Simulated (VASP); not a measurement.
A run of VASP 6.6.1 is set up as follows.

The input POSCAR:

```
CuO
1.0
    2.8363251100      0.0000000000      0.0000000000
   -1.4181625500      2.4563296000      0.0000000000
    0.0000000000      0.0000000000      2.7681127800
Cu O
1 1
Direct
    0.0000000000      0.0000000000      0.0000000000
    0.6666666667      0.3333333333      0.5000000000
```

File INCAR.step1:

```
SYSTEM = CuO
PREC = Accurate
ENCUT = 900
EDIFF = 1E-6
ISMEAR = -1
SIGMA = 0.05
LREAL = .False.
LASPH = .True.
NELM = 60
ALGO = Normal
ISIF = 2
LWAVE = .False.
LCHARG = .True.
LMAXMIX = 4
GGA = PE
NBANDS = 16
```

File KPOINTS.step1:

```
Automatic mesh
0
Gamma
  11 11 10
  0 0 0
```

The input INCAR.step2:

```
SYSTEM = CuO
PREC = Accurate
ENCUT = 900
EDIFF = 1E-6
ISMEAR = 0
SIGMA = 0.05
LREAL = .False.
LASPH = .True.
NELM = 60
ALGO = Normal
ISIF = 2
LWAVE = .False.
LCHARG = .False.
LMAXMIX = 4
GGA = PE
NBANDS = 16
ICHARG = 11
```

Contents of KPOINTS.step2:

```
path GMKGALHA,LM,KH
15
line-mode
reciprocal
 0.0000000000  0.0000000000  0.0000000000  G
 0.5000000000  0.0000000000  0.0000000000  M

 0.5000000000  0.0000000000  0.0000000000  M
 0.3333333333  0.3333333333  0.0000000000  K

 0.3333333333  0.3333333333  0.0000000000  K
 0.0000000000  0.0000000000  0.0000000000  G

 0.0000000000  0.0000000000  0.0000000000  G
 0.0000000000  0.0000000000  0.5000000000  A

 0.0000000000  0.0000000000  0.5000000000  A
 0.5000000000  0.0000000000  0.5000000000  L

 0.5000000000  0.0000000000  0.5000000000  L
 0.3333333333  0.3333333333  0.5000000000  H

 0.3333333333  0.3333333333  0.5000000000  H
 0.0000000000  0.0000000000  0.5000000000  A

 0.5000000000  0.0000000000  0.5000000000  L
 0.5000000000  0.0000000000  0.0000000000  M

 0.3333333333  0.3333333333  0.0000000000  K
 0.3333333333  0.3333333333  0.5000000000  H
```

Potentials or basis: VASP PAW PBE potentials, release 64 (Cu, O_h).

Command:

```console
$ cat potpaw_PBE.64/Cu/POTCAR potpaw_PBE.64/O_h/POTCAR > POTCAR
$ cp INCAR.step1 INCAR
$ cp KPOINTS.step1 KPOINTS
$ mpirun -np 1 vasp_std > vasp.out
$ cp INCAR.step2 INCAR
$ cp KPOINTS.step2 KPOINTS
$ mpirun -np 1 vasp_std > vasp.out
```

(1) Predict the band gap along the path.

Results:

(1) none (metal or under the smearing width).

Caveat: an odd number of electrons without spin polarisation forces a metal; a magnetic or distorted state may lie lower; the run has no spin polarisation, though such a crystal can be magnetic; semilocal functionals often make such compounds metallic where correlation or magnetic order opens a gap, which also shifts bond lengths.
